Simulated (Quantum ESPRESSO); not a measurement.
Crystal: TePb.

```
Pb Te
1.0
     0.00000    3.23100    3.23100
     3.23100    0.00000    3.23100
     3.23100    3.23100    0.00000
Pb Te
1 1
Direct
  0.00000 0.00000 0.00000
  0.50000 0.50000 0.50000
```

| Quantity | Value |
| --- | --- |
| Program | Quantum ESPRESSO 7.5 |
| Task | phonons |
| Functional | vdW-DF-cx |
| Potentials or basis | GBRV 1.5 PBE |
| Cutoff | 612 eV |
| Density cutoff | 4898 eV |
| k mesh | 6 × 6 × 6, shifted |
| Occupations | fermi-dirac, width 0.05 eV |
| Spin | no spin polarisation |
| Mixing beta | 0.5 |
| Most SCF iterations | 120 |
| SCF threshold | 4e-10 Ry |

The cell and the atoms were relaxed first, to 33.61 Å³/atom (a = 4.564 Å, b = 4.564 Å, c = 4.564 Å, α = 60.00°, β = 60.00°, γ = 60.00°), and the response was taken there.

The first run showed a gap, so the response started from a second, tighter run with fixed occupations.

Question: What is the highest optical frequency at the zone centre, leaving out the macroscopic field of polar modes?

Answer: 48 cm⁻¹, a mode of symmetry T1u (IR). With the field the highest mode lies at 114 cm⁻¹.

Optical modes at Γ, degenerate ones joined, polar ones without the macroscopic field:
| cm⁻¹ | components | symmetry | active in | IR intensity, summed ((D/Å)²/amu) |
| --- | --- | --- | --- | --- |
| 48 | 3 | T1u | IR | 30.20 |

Zone-centre frequencies without and with the macroscopic field along z (cm⁻¹):
|  | optical modes in rising order |
| --- | --- |
| without | 48 48 48 |
| with the field | 48 48 114 |

Born effective charge tensors (e):
atom 1, Pb
```
5.88 0.00 0.00
0.00 5.88 0.00
0.00 0.00 5.88
```
atom 2, Te
```
-5.86  0.00  0.00
 0.00 -5.86  0.00
 0.00  0.00 -5.86
```

Electronic dielectric tensor:
```
30.02  0.00  0.00
 0.00 30.02  0.00
 0.00  0.00 30.02
```

Static dielectric tensor, electrons and zone-centre modes:
```
170.35   0.00   0.00
  0.00 170.35   0.00
  0.00   0.00 170.35
```

Caveat: the potentials were made for another functional, which shifts forces and pressure.
